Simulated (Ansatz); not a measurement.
FePt (Tetraferroplatinum):

```
Pt Fe
1.0
     2.72350    0.00000    0.00000
     0.00000    2.72350    0.00000
     0.00000    0.00000    3.72000
Pt Fe
1 1
Direct
  0.50000 0.50000 0.50000
  0.00000 0.00000 0.00000
```

Base run:

| Quantity | Value |
| --- | --- |
| Program | Ansatz 0.2.0 |
| Functional | PBE |
| Potentials or basis | Ansatz PAW |
| Cutoff | 420 eV (not typed: the program's choice for these potentials) |
| k mesh | 8 × 8 × 6 |
| Occupations | fermi-dirac, width 0.05 eV |
| Spin | collinear spin, ferromagnetic start |
| Starting moments | [0.0, 1.5] μB |
| Fixed moment | 1.5 μB |

Its results: pressure -8.1 GPa; site moments Pt +0.01; Fe +1.55 μB.

Task: The run is repeated on the same cell with these changes: fixed moment from 1.5 μB to 2.2 μB; moments at the start from [0.0, 1.5] to [0.0, 2.2]. What comes out?

Result: Pressure -4.1 GPa; site moments Pt +0.09; Fe +2.19 μB.

Caveats: the total moment is fixed, so each spin has its own Fermi level; the thresholds are loose for stress.
